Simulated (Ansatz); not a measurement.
ZrO$_{2}$ (tetragonal-ZrO2 type, space group P4_2/nmc)

```
CELL_PARAMETERS angstrom
      3.62082     0.00000     0.00000
      0.00000     3.62082     0.00000
      0.00000     0.00000     5.28425
ATOMIC_POSITIONS crystal
  Zr 0.00000 0.00000 0.00000
  Zr 0.50000 0.50000 0.50000
  O  0.00000 0.50000 0.19251
  O  0.00000 0.50000 0.69251
  O  0.50000 0.00000 0.30749
  O  0.50000 0.00000 0.80749
```

Scan: atom 1 (Zr, nearest neighbour O at 2.077 Å; its periodic images, 3.6 Å or more away, move with it) is displaced along Cartesian z, direction (0.000, 0.000, 1.000) in Cartesian axes, by s. The other atoms stay.

These are PBE (plane waves to 420 eV, PAW, scalar-relativistic; Ansatz, an electronic-structure program) values and carry that method's errors. k mesh 7×7×5 (Γ-centred), Fermi-Dirac smearing 0.05 eV. F∥ is the force on the atom along that direction. The PAW data are Ansatz's earlier set. This is a high-temperature form of ZrO2. ZrO2 is run without spin polarisation. ZrO2 was relaxed with its symmetry unable to fall. 

| s (Å) | F∥ (eV/Å) |
|---|---|
| -0.210 | 4.522 |
| -0.168 | 3.667 |
| -0.126 | 2.779 |
| -0.084 | 1.867 |
| -0.042 | 0.938 |
| 0.000 | 0.000 |
| 0.042 | -0.938 |
| 0.084 | -1.867 |
| 0.126 | -2.779 |
| 0.168 | -3.667 |
| 0.210 | -4.522 |

Question: What is the force constant k = d²E/ds² of this move at s = 0?

Answer: 22.4 eV/Å². The forces along the line at the two nearest points give (0.938 − (-0.938)) / (2·0.042) = 22.33 eV/Å²; the next pair corrects for the finite step.

(A displaced cell: forces are minus the slopes of the energy, force constants its curvatures, and phonons follow from these.)
